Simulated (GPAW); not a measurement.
C:

```xyz
8
Lattice="2.5221 0.0000 0.0000 -1.2611 2.1842 0.0000 0.0000 0.0000 8.2371" Properties=species:S:1:pos:R:3 pbc="T T T"
C     1.2611    0.7281    6.9501
C     0.0000    1.4561    2.8315
C     1.2611    0.7281    5.4056
C     0.0000    1.4561    1.2870
C     0.0000    0.0000    7.4649
C     0.0000    0.0000    3.3463
C     0.0000    0.0000    4.8908
C     0.0000    0.0000    0.7722
```

This is a hexagonal form of diamond, not graphite.

Base run:

| Property | Result |
| --- | --- |
| Program | GPAW 26.7.0 |
| Functional | PBEint |
| Potentials or basis | PAW data sets generated in the run's folder for this functional |
| Cutoff | 800 eV |
| Basis | pw |
| k mesh | 7 × 7 × 2 |
| Occupations | fermi-dirac, width 0.05 eV |
| Spin | no spin polarisation |

Its results: band gap on the k mesh 4.24 eV, indirect (least direct gap 5.12 eV); pressure -1.8 GPa; largest force 0.331 eV/Å.

Q: After a change of settings the same cell gave: band gap on the k mesh 4.46 eV, indirect (least direct gap 5.22 eV); pressure 1.4 GPa; largest force 0.329 eV/Å. Which change was it?
A. functional from PBEint to revTPSS; potentials or basis from PAW data sets generated in the run's folder for this functional to GPAW PAW data sets (gpaw-data 1.2.1)
B. functional from PBEint to PW91; band points from 60 to 100
C. functional from PBEint to WC; band points from 60 to 80
D. functional from PBEint to rSCAN; potentials or basis from PAW data sets generated in the run's folder for this functional to GPAW PAW data sets (gpaw-data 1.2.1)

A: B.

Not every run made on this cell is shown here.
